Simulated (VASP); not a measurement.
# BeTe (F-43m) in VASP: further runs

Runs on BeTe. Level: PBEsol. Tasks: relaxation of cell and atoms.

Program: VASP 6.6.1. These are calculated values, not measurements. Logs are shortened: lines on timing, memory, paths and dates and some standing lists are left out, and cuts for length are marked.

## 1. The crystal as given

Symmetry: F-43m, No. 216, cubic system. Conventional cell: a = 5.540 Å, b = 5.540 Å, c = 5.540 Å, α = 90.00°, β = 90.00°, γ = 90.00°. Be (site symmetry -43m) is surrounded by 4 Te at 2.40 Å. Te (site symmetry -43m) has 4 Be at 2.40 Å as nearest neighbours.

The cell was built by a generator and needn't be a form met in nature.

## 2. Relaxation of cell and atoms, PBEsol

Input file INCAR:

```
SYSTEM = BeTe
  PREC = Accurate
  ENCUT = 600
  EDIFF = 1E-6
  ISMEAR = 0
  SIGMA = 0.03
  LREAL = .False.
  LASPH = .True.
  NELM = 80
  ALGO = Normal
  ISIF = 3
  LWAVE = .False.
  LCHARG = .False.
  GGA = PS
  IBRION = 2
  NSW = 90
  EDIFFG = -0.01
```

Input file KPOINTS:

```
regular mesh
0
Gamma
  8 8 8
  0 0 0
```

Input file POSCAR:

```
BeTe
1.0
    0.0000000000      2.7700000000      2.7700000000
    2.7700000000      0.0000000000      2.7700000000
    2.7700000000      2.7700000000      0.0000000000
Be Te
1 1
Direct
    0.0000000000      0.0000000000      0.0000000000
    0.2500000000      0.2500000000      0.2500000000
```

Potentials or basis: VASP PAW PBE potentials, release 64 (Be, Te).

Run with:

```console
$ cat potpaw_PBE.64/Be/POTCAR potpaw_PBE.64/Te/POTCAR > POTCAR
$ mpirun -np 1 vasp_std > vasp.out
```

OUTCAR:

```text
SYSTEM = BeTe
   PREC = Accurate
   ENCUT = 600
   EDIFF = 1E-6
   ISMEAR = 0
   LREAL = .False.
   LASPH = .True.
   NELM = 80
   ISIF = 3
   GGA = PS
   IBRION = 2
   NSW = 90
   EDIFFG = -0.01

 ion  position               nearest neighbor table
   1  0.000  0.000  0.000-   2 2.40   2 2.40   2 2.40   2 2.40
   2  0.250  0.250  0.250-   1 2.40   1 2.40   1 2.40   1 2.40

  LATTYP: Found a face centered cubic cell.
 ALAT       =     5.5400000000

  Lattice vectors:

 A1 = (   0.0000000000,   2.7700000000,   2.7700000000)
 A2 = (   2.7700000000,   0.0000000000,   2.7700000000)
 A3 = (   2.7700000000,   2.7700000000,   0.0000000000)

Analysis of symmetry for initial positions (statically):
=====================================================================
 Subroutine PRICEL returns:
 Original cell was already a primitive cell.

 Routine SETGRP: Setting up the symmetry group for a
 face centered cubic supercell.

 Subroutine GETGRP returns: Found 24 space group operations
 (whereof 24 operations were pure point group operations)
 out of a pool of 48 trial point group operations.

The static configuration has the point symmetry T_d .

Analysis of symmetry for dynamics (positions and initial velocities):
=====================================================================
 Subroutine PRICEL returns:
 Original cell was already a primitive cell.

 Routine SETGRP: Setting up the symmetry group for a
 face centered cubic supercell.

 Subroutine GETGRP returns: Found 24 space group operations
 (whereof 24 operations were pure point group operations)
 out of a pool of 48 trial point group operations.

The dynamic configuration has the point symmetry T_d .

 Subroutine INISYM returns: Found 24 space group operations
 (whereof 24 operations are pure point group operations),
 and found     1 'primitive' translations

----------------------------------------------------------------------------------------

                                     Primitive cell

  volume of cell :      42.5079

  direct lattice vectors                    reciprocal lattice vectors
     0.000000000  2.770000000  2.770000000    -0.180505415  0.180505415  0.180505415
     2.770000000  0.000000000  2.770000000     0.180505415 -0.180505415  0.180505415
     2.770000000  2.770000000  0.000000000     0.180505415  0.180505415 -0.180505415

  length of vectors
     3.917371568  3.917371568  3.917371568     0.312644550  0.312644550  0.312644550

  position of ions in fractional coordinates (direct lattice)
     0.000000000  0.000000000  0.000000000
     0.250000000  0.250000000  0.250000000

  ion indices of the primitive-cell ions
   primitive index   ion index
                 1           1
                 2           2

----------------------------------------------------------------------------------------

 KPOINTS: regular mesh

Automatic generation of k-mesh.
 Grid dimensions read from file:
 generate k-points for:    8    8    8

 Generating k-lattice:

  Cartesian coordinates                     Fractional coordinates (reciprocal lattice)
    -0.022563177  0.022563177  0.022563177     0.125000000  0.000000000  0.000000000
     0.022563177 -0.022563177  0.022563177     0.000000000  0.125000000  0.000000000
     0.022563177  0.022563177 -0.022563177     0.000000000  0.000000000  0.125000000

  Length of vectors
     0.039080569  0.039080569  0.039080569

  Shift w.r.t. Gamma in fractional coordinates (k-lattice)
     0.000000000  0.000000000  0.000000000

 Subroutine IBZKPT returns following result:
 ===========================================

 Found     29 irreducible k-points:

 Following reciprocal coordinates:
            Coordinates               Weight
  0.000000  0.000000  0.000000      1.000000
  0.125000  0.000000  0.000000      8.000000
  0.250000  0.000000  0.000000      8.000000
  0.375000  0.000000  0.000000      8.000000
  0.500000  0.000000  0.000000      4.000000
  0.125000  0.125000  0.000000      6.000000
[... 16 lines left out ...]
  0.500000  0.250000  0.125000     48.000000
 -0.375000  0.250000  0.125000     24.000000
 [... further k-points ...]
   k-points           NKPTS =     29   k-points in BZ     NKDIM =     29   number of bands    NBANDS=      8
   number of dos      NEDOS =    301   number of ions     NIONS =      2
   total plane-waves  NPLWV =  32768
   dimension x,y,z NGX =    32 NGY =   32 NGZ =   32
   dimension x,y,z NGXF=    64 NGYF=   64 NGZF=   64
   ions per type =               1   1
   NGX,Y,Z   is equivalent  to a cutoff of  13.58, 13.58, 13.58 a.u.
   NGXF,Y,Z  is equivalent  to a cutoff of  27.16, 27.16, 27.16 a.u.
 SYSTEM =  BeTe
   PREC   = accura    normal or accurate (medium, high low for compatibility)
   ISTART =      0    job   : 0-new  1-cont  2-samecut
   ICHARG =      2    charge: 1-file 2-atom 10-const
   ISPIN  =      1    spin polarized calculation?
   LNONCOLLINEAR =      F non collinear calculations
   LSORBIT =      F    spin-orbit coupling
   LASPH  =      T    aspherical Exc in radial PAW
   ENCUT  =  600.0 eV  44.10 Ry    6.64 a.u.   7.82  7.82  7.82*2*pi/ulx,y,z
   NELM   =     80;   NELMIN=  2; NELMDL= -5     # of ELM steps
   EDIFF  = 0.1E-05   stopping-criterion for ELM
   LREAL  =      F    real-space projection
   EDIFFG = -.1E-01   stopping-criterion for IOM
   NSW    =     90    number of steps for IOM
   IBRION =      2    ionic relax: 0-MD 1-quasi-New 2-CG
   NFREE  =      1    steps in history (QN), initial steepest desc. (CG)
   ISIF   =      3    stress and relaxation
   ISYM   =      2    0-nonsym 1-usesym 2-fastsym
   POTIM  = 0.5000    time-step for ionic-motion
   TEBEG  =    0.0;   TEEND  =   0.0 temperature during run
   PSTRESS=    0.0 pullay stress
   NELECT =       8.0000    total number of electrons
   NUPDOWN=      -1.0000    fix difference up-down
   EMIN   =  10.00;   EMAX   =-10.00  energy-range for DOS
   EFERMI =   0.00;   METHOD = LEGACY
   ISMEAR =     0;   SIGMA  =   0.03  broadening in eV -4-tet -1-fermi 0-gaus
   EFERMI_NEDOS =   21; number of points for ismear=-14 and -15
   IALGO  =     38    algorithm
   IMIX   =      4    mixing-type and parameters
     AMIX     =   0.40;   BMIX     =  1.00
     AMIX_MAG =   1.60;   BMIX_MAG =  1.00
  volume/ion in A,a.u.               =      21.25       143.43
  Fermi-wavevector in a.u.,A,eV,Ry     =   0.938170  1.772885 11.975354  0.880164
  Thomas-Fermi vector in A             =   2.065355
   LORBIT       =      0    0 simple, 1 ext, 2 COOP (PROOUT), +10 PAW based schemes
   GGA     = PS    functional components
   LHFCALC =     F    Hartree Fock is set to
   AEXX    =    0.0000 exact exchange contribution
   IVDW    =     0    specifies the selected vdW correction
   LEPSILON=     F    determine dielectric tensor
   LRPA    =     F    only Hartree local field effects (RPA)
 conjugate gradient relaxation of ions
 non-spin polarized calculation
 Gauss-broadening in eV      SIGMA  =   0.03
  energy-cutoff  :      600.00
  volume of cell :       42.51
 maximum number of plane-waves:      1433
   NGX = 15   NGY = 15   NGZ = 15

--------------------------------------- Ionic step        1  -------------------------------------------

 number of electron       8.0000000 magnetization

 Free energy of the ion-electron system (eV)
  ---------------------------------------------------
  ext. energy  EPLUGINS =         0.00000000
  ---------------------------------------------------
  free energy    TOTEN  =        -8.20301244 eV

  energy without entropy =       -8.20301244  energy(sigma->0) =       -8.20301244

------------------------ aborting loop because EDIFF is reached ----------------------------------------

  FORCE on cell =-STRESS in cart. coord.  units (eV):
  Direction    XX          YY          ZZ          XY          YZ          ZX
  --------------------------------------------------------------------------------------
  -------------------------------------------------------------------------------------
  Total        0.6733605      0.6733605      0.6733605      0.0000000     -0.0000000      0.0000000
  in kB       25.3798437     25.3798437     25.3798437      0.0000000     -0.0000000      0.0000000
  external PRESSURE =      25.3798437 kB  Pullay stress =       0.0000000 kB

 VOLUME and BASIS-vectors are now :
 -----------------------------------------------------------------------------
  energy-cutoff  :      600.00
  volume of cell :       42.51
      direct lattice vectors                 reciprocal lattice vectors
     0.000000000  2.770000000  2.770000000    -0.180505415  0.180505415  0.180505415
     2.770000000  0.000000000  2.770000000     0.180505415 -0.180505415  0.180505415
     2.770000000  2.770000000  0.000000000     0.180505415  0.180505415 -0.180505415
[... 37 lines left out ...]
 POSITION                                       TOTAL-FORCE (eV/Angst)
 -----------------------------------------------------------------------------------
      2.81499     -0.00000      2.81499        -0.000000     -0.000000     -0.000000
      1.40750      1.40750      1.40750         0.000000      0.000000      0.000000
 -----------------------------------------------------------------------------------
    total drift:                                0.000000      0.000000      0.000000

  FREE ENERGIE OF THE ION-ELECTRON SYSTEM (eV)
  ---------------------------------------------------
  free  energy   TOTEN  =        -8.2152017936 eV

  energy  without entropy=       -8.2152017936  energy(sigma->0) =       -8.21520179

--------------------------------------- Ionic step        3  -------------------------------------------

 number of electron       8.0000000 magnetization

 Free energy of the ion-electron system (eV)
  ---------------------------------------------------
  ext. energy  EPLUGINS =         0.00000000
  ---------------------------------------------------
  free energy    TOTEN  =        -8.21593460 eV

  energy without entropy =       -8.21593460  energy(sigma->0) =       -8.21593460

 E-fermi :   5.2756     XC(G=0):  -9.2428

 val. band max:        5.1216490193   @ k =   0.0000   0.0000   0.0000
 cond. band min:       6.9495463527   @ k =   0.5000   0.5000   0.0000
 fundamental gap:      1.8278973334
 Fermi energy:         5.2756464452

 k-point     1 :       0.0000    0.0000    0.0000
  band No.  band energies     occupation
      1      -7.2807      2.00000
      2       5.1216      2.00000
      3       5.1216      2.00000
      4       5.1216      2.00000
      5       8.7120      0.00000
      6       8.7120      0.00000
      7       8.7120      0.00000
      8       8.9299      0.00000

 k-point     2 :       0.1250    0.0000    0.0000
  band No.  band energies     occupation
      1      -7.1304      2.00000
      2       3.7789      2.00000
      3       4.8809      2.00000
      4       4.8809      2.00000
      5       8.6368      0.00000
      6       9.0614      0.00000
      7       9.0614      0.00000
      8      10.2431      0.00000
[... 221 lines left out ...]
 k-point    23 :       0.5000    0.2500    0.1250
  band No.  band energies     occupation
      1      -5.8987      2.00000
      2       0.4190      2.00000
      3       2.2783      2.00000
      4       3.4018      2.00000
      5       9.1029      0.00000
      6       9.7767      0.00000
      7      11.0103      0.00000
      8      12.0415      0.00000

 k-point    24 :      -0.3750    0.2500    0.1250
  band No.  band energies     occupation
      1      -5.6594      2.00000
      2      -0.0873      2.00000
      3       2.1698      2.00000
      4       3.1730      2.00000
      5       9.2598      0.00000
      6       9.4712      0.00000
      7      11.8103      0.00000
      8      12.8709      0.00000

 [... further k-points ...]
[... 5 lines left out ...]
  --------------------------------------------------------------------------------------
  -------------------------------------------------------------------------------------
  Total        0.0005010      0.0005010      0.0005010     -0.0000000     -0.0000000      0.0000000
  in kB        0.0181636      0.0181636      0.0181636     -0.0000000     -0.0000000      0.0000000
  external PRESSURE =       0.0181636 kB  Pullay stress =       0.0000000 kB

 VOLUME and BASIS-vectors are now :
 -----------------------------------------------------------------------------
  energy-cutoff  :      600.00
  volume of cell :       44.19
      direct lattice vectors                 reciprocal lattice vectors
    -0.000000000  2.806135013  2.806135013    -0.178181020  0.178181020  0.178181020
     2.806135013 -0.000000000  2.806135013     0.178181020 -0.178181020  0.178181020
     2.806135013  2.806135013  0.000000000     0.178181020  0.178181020 -0.178181020

 POSITION                                       TOTAL-FORCE (eV/Angst)
 -----------------------------------------------------------------------------------
      0.00000      0.00000      0.00000        -0.000000     -0.000000     -0.000000
      1.40307      1.40307      1.40307         0.000000      0.000000      0.000000
 -----------------------------------------------------------------------------------
    total drift:                                0.000000      0.000000      0.000000

  FREE ENERGIE OF THE ION-ELECTRON SYSTEM (eV)
  ---------------------------------------------------
  free  energy   TOTEN  =        -8.2159345964 eV

  energy  without entropy=       -8.2159345964  energy(sigma->0) =       -8.21593460

 reached required accuracy - stopping structural energy minimisation
```

Run time: 10 s. Hardware: 1 thread of Intel Xeon 6975P-C (Granite Rapids), shared host; peak memory 0.18 GiB.

What came out:

- Free energy: -8.2159 eV
- Relaxed volume: 22.10 Å³/atom
- Relaxed cell: a = 3.968 Å, b = 3.968 Å, c = 3.968 Å, α = 60.00°, β = 60.00°, γ = 60.00°
- Space group after relaxing (to 0.05 Å): F-43m (No. 216)
- Energy gained by relaxing: 6.5 meV/atom
- Ionic steps: 3
- Pressure after relaxing: 0.0 GPa
- Band gap on the k mesh: 1.83 eV, indirect (least direct gap 3.59 eV)

The path:
| step | energy change (eV) | largest force (eV/Å) | pressure (GPa) | volume (Å³) |
| --- | --- | --- | --- | --- |
| 1 | 0.0000 | 0.0000 | 2.54 | 42.51 |
| 2 | -0.0122 | 0.0000 | -0.55 | 44.61 |
| 3 | -0.0129 | 0.0000 | 0.00 | 44.19 |

Final structure:
```xyz
2
Lattice="0.0000 2.8061 2.8061 2.8061 0.0000 2.8061 2.8061 2.8061 0.0000" Properties=species:S:1:pos:R:3 pbc="T T T"
Be    0.0000    0.0000    0.0000
Te    1.4031    1.4031    1.4031
```

Caveat: the PAW data sets were made with another functional, which shifts forces and pressure a little; spin-orbit coupling is left out, which moves the levels of the heavy elements. Expect the measured gap to be larger: semilocal functionals such as PBEsol lack the derivative discontinuity.

## 3. Relaxation of cell and atoms, PBEsol

This run uses another cell than the first one, of 22.10 Å³/atom, 1.040 times its volume.

Changes to INCAR since step 2:

```diff
@@ -3,3 +3,3 @@
   ENCUT = 600
-  EDIFF = 1E-6
+  EDIFF = 1E-7
   ISMEAR = 0
@@ -16,2 +16,2 @@
   NSW = 90
-  EDIFFG = -0.01
+  EDIFFG = -0.005
```

KPOINTS is that of step 2.

Input file POSCAR:

```
BeTe                                    
1.0
   -0.0000000000      2.8061350129      2.8061350129
    2.8061350129     -0.0000000000      2.8061350129
    2.8061350129      2.8061350129      0.0000000000
  Be              Te            
     1     1
Direct
     0.0000000000000000    0.0000000000000000    0.0000000000000000
     0.2500000000000000    0.2500000000000000    0.2500000000000000
```

Potentials or basis: VASP PAW PBE potentials, release 64 (Be, Te).

Run with:

```console
$ cat potpaw_PBE.64/Be/POTCAR potpaw_PBE.64/Te/POTCAR > POTCAR
$ mpirun -np 1 vasp_std > vasp.out
```

OUTCAR:

```text
SYSTEM = BeTe
   PREC = Accurate
   ENCUT = 600
   EDIFF = 1E-7
   ISMEAR = 0
   LREAL = .False.
   LASPH = .True.
   NELM = 80
   ISIF = 3
   GGA = PS
   IBRION = 2
   NSW = 90
   EDIFFG = -0.005

 ion  position               nearest neighbor table
   1  0.000  0.000  0.000-   2 2.43   2 2.43   2 2.43   2 2.43
   2  0.250  0.250  0.250-   1 2.43   1 2.43   1 2.43   1 2.43

  LATTYP: Found a face centered cubic cell.
 ALAT       =     5.6122700258

  Lattice vectors:
[... 445 lines left out ...]
      3       2.1697      2.00000
      4       3.1729      2.00000
      5       9.2598      0.00000
      6       9.4712      0.00000
      7      11.8103      0.00000
      8      12.8708      0.00000

 [... further k-points ...]
[... 5 lines left out ...]
  --------------------------------------------------------------------------------------
  -------------------------------------------------------------------------------------
  Total        0.0012281      0.0012281      0.0012281      0.0000000     -0.0000000      0.0000000
  in kB        0.0445235      0.0445235      0.0445235      0.0000000     -0.0000000      0.0000000
  external PRESSURE =       0.0445235 kB  Pullay stress =       0.0000000 kB

 VOLUME and BASIS-vectors are now :
 -----------------------------------------------------------------------------
  energy-cutoff  :      600.00
  volume of cell :       44.19
      direct lattice vectors                 reciprocal lattice vectors
     0.000000000  2.806135013  2.806135013    -0.178181020  0.178181020  0.178181020
     2.806135013  0.000000000  2.806135013     0.178181020 -0.178181020  0.178181020
     2.806135013  2.806135013  0.000000000     0.178181020  0.178181020 -0.178181020

 POSITION                                       TOTAL-FORCE (eV/Angst)
 -----------------------------------------------------------------------------------
      0.00000      0.00000      0.00000        -0.000000     -0.000000     -0.000000
      1.40307      1.40307      1.40307         0.000000      0.000000      0.000000
 -----------------------------------------------------------------------------------
    total drift:                                0.000000      0.000000      0.000000

  FREE ENERGIE OF THE ION-ELECTRON SYSTEM (eV)
  ---------------------------------------------------
  free  energy   TOTEN  =        -8.2159911962 eV

  energy  without entropy=       -8.2159911962  energy(sigma->0) =       -8.21599120

 reached required accuracy - stopping structural energy minimisation
```

Wall time 5 s (1 thread of Intel Xeon 6975P-C (Granite Rapids), shared host); peak memory 0.17 GiB.

What came out:

* Free energy: -8.2160 eV
* Pressure after relaxing: 0.0 GPa
* Band gap on the k mesh: 1.83 eV, indirect (least direct gap 3.59 eV)

Final structure:
```cif
data_structure
_symmetry_space_group_name_H-M 'P 1'
_symmetry_Int_Tables_number 1
_cell_length_a 3.9685
_cell_length_b 3.9685
_cell_length_c 3.9685
_cell_angle_alpha 60.000
_cell_angle_beta 60.000
_cell_angle_gamma 60.000
_cell_volume 44.19
loop_
_atom_site_label
_atom_site_type_symbol
_atom_site_fract_x
_atom_site_fract_y
_atom_site_fract_z
_atom_site_occupancy
Be1 Be 0.00000 0.00000 0.00000 1
Te1 Te 0.25000 0.25000 0.25000 1
```

Caveat: the relaxation stopped at its first step, so nothing moved; the PAW data sets were made with another functional, which shifts forces and pressure a little; spin-orbit coupling is left out, which moves the levels of the heavy elements. PBEsol gaps usually lie below the measured ones, often by a third to a half.
